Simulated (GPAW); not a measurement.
Cs2AgBiBr6:

```
CELL_PARAMETERS angstrom
0.00000 5.61610 5.61610
5.61610 0.00000 5.61610
5.61610 5.61610 0.00000
ATOMIC_POSITIONS crystal
Bi 0.00000 0.00000 0.00000
Cs 0.75000 0.75000 0.75000
Cs 0.25000 0.25000 0.25000
Ag 0.50000 0.50000 0.50000
Br 0.74945 0.74945 0.25055
Br 0.25055 0.25055 0.74945
Br 0.74945 0.25055 0.25055
Br 0.74945 0.25055 0.74945
Br 0.25055 0.74945 0.74945
Br 0.25055 0.74945 0.25055
```

Base run:

- Program: GPAW 26.7.0
- Functional: PBE
- Potentials or basis: GPAW PAW data sets (gpaw-data 1.2.1)
- Cutoff: 500 eV
- Basis: pw
- k mesh: 3 × 3 × 3
- Occupations: fermi-dirac, width 0.001 eV
- Spin: no spin polarisation
- Hubbard terms: Ag d U = 6.0 eV

Its results: band gap on the k mesh 2.28 eV, indirect (least direct gap 2.88 eV).

After a change of settings the same cell gave: band gap on the k mesh 2.04 eV, indirect (least direct gap 2.65 eV). Which change was it?
A. hubbard terms from Ag d U = 6.0 eV to Ag d U = 8.0 eV
B. cutoff from 500 eV to 400 eV; k mesh from 3 × 3 × 3 to 4 × 4 × 4; response ecut from 46 eV to 80 eV
C. hubbard terms from Ag d U = 6.0 eV to Ag d U = 2.0 eV

C.

Caveats: the long-wavelength limit can be off by several per cent where d states take part; response on these states lacks terms of the Hamiltonian; spin-orbit coupling is left out, which as a rule narrows the gap of such compounds by several tenths of an eV; an odd mesh through Γ misses points on the zone boundary, where band edges often lie.

Not every run made on this cell is shown here.
